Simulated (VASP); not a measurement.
# Nd under changes of volume

One of the cells (36.476 Å³/atom); the others are scaled copies at fixed shape and fractional positions:

```xyz
1
Lattice="-2.0892 2.0892 2.0892 2.0892 -2.0892 2.0892 2.0892 2.0892 -2.0892" Properties=species:S:1:pos:R:3 pbc="T T T"
Nd    0.0000    0.0000    0.0000
```

This isn't the form of Nd at room conditions, which is double hcp.

| Property | Result |
| --- | --- |
| Program | VASP 6.6.1 |
| Functional | PBE |
| Potentials or basis | VASP PAW PBE potentials, release 64 (Nd) |
| Cutoff | 520 eV |
| k mesh | 9 × 9 × 9 |
| Occupations | fermi-dirac, width 0.05 eV |
| Spin | collinear spin, ferromagnetic start |
| Starting moments | [3.0] μB |

```tsv
volume (Å³/atom)	energy over the lowest point (meV/atom)	pressure (GPa)	moment (μB per cell)
33.615	218.03	-0.9	4.08
34.331	1.59	0.5	4.09
35.046	0.00	0.2	4.08
36.476	?	?	?
37.191	2.37	-0.6	4.07
37.907	5.37	-0.8	4.07
```

Question: What does the run at 36.476 Å³/atom give?

Answer: Energy over the lowest point 0.45 meV/atom; pressure -0.4 GPa; moment 4.07 μB per cell.

The energies don't lie on one smooth curve, so no fit is given. The run at 33.615 Å³/atom lies farthest off, from a change of basis, grid or state.

Energies are extrapolated to zero smearing.

Caveats: the magnetic or orbital state may not be the lowest.
